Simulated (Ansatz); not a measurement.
Ta: projected density of states with BLYP

Ta:

```xyz
1
Lattice="-1.6513 1.6513 1.6513 1.6513 -1.6513 1.6513 1.6513 1.6513 -1.6513" Properties=species:S:1:pos:R:3 pbc="T T T"
Ta    0.0000    0.0000    0.0000
```

- Program: Ansatz 0.2.0
- Task: projected density of states
- Functional: BLYP
- Potentials or basis: PseudoDojo standard (PBE files)
- Cutoff: 789 eV
- Density cutoff: 3157 eV
- k mesh: 11 × 11 × 11
- Occupations: fermi-dirac, width 0.1 eV
- Spin: spin-orbit coupling, no magnetisation

```yaml
Pressure: 9.1 GPa
Band_gap_on_the_k_mesh: none (metal or under the smearing width)
Density_of_states_at_the_Fermi_level: 1.42 states/eV per cell
```

Levels at points of the mesh, in eV from the Fermi level:
| k point | band 10 | band 11 | band 12 | band 13 | band 14 | band 15 |
| --- | --- | --- | --- | --- | --- | --- |
| (0.00, 0.00, 0.00) | -7.75 | 0.50 | 0.50 | 0.50 | 0.50 | 0.92 |

States per cell in windows of 1 eV (zero at the Fermi level; states under -8 eV left out):
```
from (eV)  total  Ta 5d j=2.5  Ta 5d j=1.5  Ta 6s j=0.5  Ta 5p j=1.5
     -8.0   0.03         0.00         0.00         0.02         0.00
     -7.0   0.08         0.00         0.00         0.07         0.00
     -6.0   0.14         0.01         0.01         0.12         0.00
     -5.0   0.39         0.11         0.07         0.19         0.01
     -4.0   0.79         0.36         0.23         0.18         0.01
     -3.0   0.77         0.42         0.26         0.07         0.01
     -2.0   1.32         0.74         0.53         0.02         0.01
     -1.0   1.56         0.69         0.68         0.11         0.02
      0.0   0.71         0.28         0.31         0.05         0.00
      1.0   0.35         0.19         0.12         0.01         0.00
      2.0   0.78         0.48         0.26         0.02         0.00
      3.0   1.12         0.64         0.43         0.02         0.00
      4.0   1.57         0.93         0.54         0.07         0.00
      5.0   0.58         0.27         0.15         0.09         0.00
      6.0   0.28         0.13         0.07         0.04         0.00
      7.0   0.20         0.07         0.03         0.04         0.00
```

It took 12 s on 1 thread of AMD EPYC 9R45 96-Core Processor (Zen 5) (shared host), peak memory 0.41 GiB.

Caveat: the potentials were made for another functional, which shifts forces and pressure.
